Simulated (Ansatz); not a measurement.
Predict the output of the script below (the Python package of Ansatz (0.2.0)).

`csbr_soc.py`:
```python
'''Levels of CsBr without and with spin-orbit coupling.'''

import ansatz as az


def main() -> None:
    structure = (
        az.Lattice.cubic(4.286)
        .space_group(221)
        .atom('Cs', [0.0, 0.0, 0.0])
        .atom('Br', [0.5, 0.5, 0.5])
    )

    model = structure.calculation()
    model = model.functional('pbe').occupations('fixed')
    model = model.kpoints(4, 4, 4)
    model = model.band_table()
    for label, variant in (('scalar-relativistic', model), ('spin-orbit', model.spin(soc=True))):
        rep = variant.run(threads=1).report
        zero = rep['band_edges_ev'][0] if rep.get('band_edges_ev') else rep['fermi_energy_ev']
        near = [round(e - zero, 3) for e in rep['eigenvalues_ev'][0] if abs(e - zero) < 2]
        print(label)
        print('  band edges (eV):', [round(e, 3) for e in rep.get('band_edges_ev') or []] or 'none reported')
        print('  levels at k =', rep['kpoints_frac'][0], 'within 2 eV of the zero:', near)


if __name__ == '__main__':
    main()
```

`python csbr_soc.py` gives:
```text
DeckWarning: basis.ecutwfc = 420 eV, auto-derived from the records' recommended cutoffs: set by Cs (normal level)
scalar-relativistic
  band edges (eV): [3.1, 7.627]
  levels at k = [0.0, 0.0, 0.0] within 2 eV of the zero: [-0.0, -0.0, 0.0]
spin-orbit
  band edges (eV): [3.28, 7.627]
  levels at k = [0.0, 0.0, 0.0] within 2 eV of the zero: [-0.556, -0.556, -0.0, -0.0, 0.0, 0.0]
```
(Warnings from the package without file and line, repeats left out.)

Notes:
- Of the deposited cell: the entry's cell lengths or inner coordinates differ somewhat from later room-temperature determinations.
- The structure is a deposited one; some such entries were measured under pressure or heat, so a shift against it needn't be the functional's error alone.
- Gaps and levels are Kohn-Sham values on a finite set of k-points.
- With spin-orbit coupling each level holds one electron and, with inversion or at time-reversal points, comes in pairs; a window in energy can cut a split set.
- Finished in 5.8 s on 1 thread of AMD EPYC 7R43 64-Core Processor (Zen 3), with other jobs on the host, peak memory 0.51 GiB.
